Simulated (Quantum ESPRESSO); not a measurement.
## HfO2: changing the Hubbard U on Hf d

The structure is cubic, space group Fm-3m (No. 225). The conventional cell has a = 5.115 Å, b = 5.115 Å, c = 5.115 Å, α = 90.00°, β = 90.00°, γ = 90.00°. Hf (site symmetry m-3m) is surrounded by 8 O at 2.21 Å. Around O (site symmetry -43m) lie 4 Hf at 2.21 Å.

Measurements of this composition are mostly on another form, of space group No. 14.

Kept alike: task Hubbard U by linear response; functional PBE; k mesh 6 × 6 × 6; occupations fermi-dirac, width 0.05 eV; no spin polarisation. Program: Quantum ESPRESSO, GBRV 1.5 PBE, cutoff 612 eV. The mesh is that of the run's cell of 3 atoms. No spin-orbit coupling.

| Hubbard U on Hf d, U (eV) | band gap (eV) |
| --- | --- |
| 0.0001 | 3.768 |
| 2 | 4.116 |
| 4 | 4.552 |
| 6 | 5.092 |
| 8 | 5.412 |

U acts here on a shell without spin polarisation. How U acts hangs on the program's projectors. A gap read on the mesh alone can miss an edge between its points.

The band gap rises from 3.768 to 5.412 eV between 0.0001 and 8 eV. U pushes filled shell states down and empty ones up. The mean slope is +0.21 eV per eV of U.
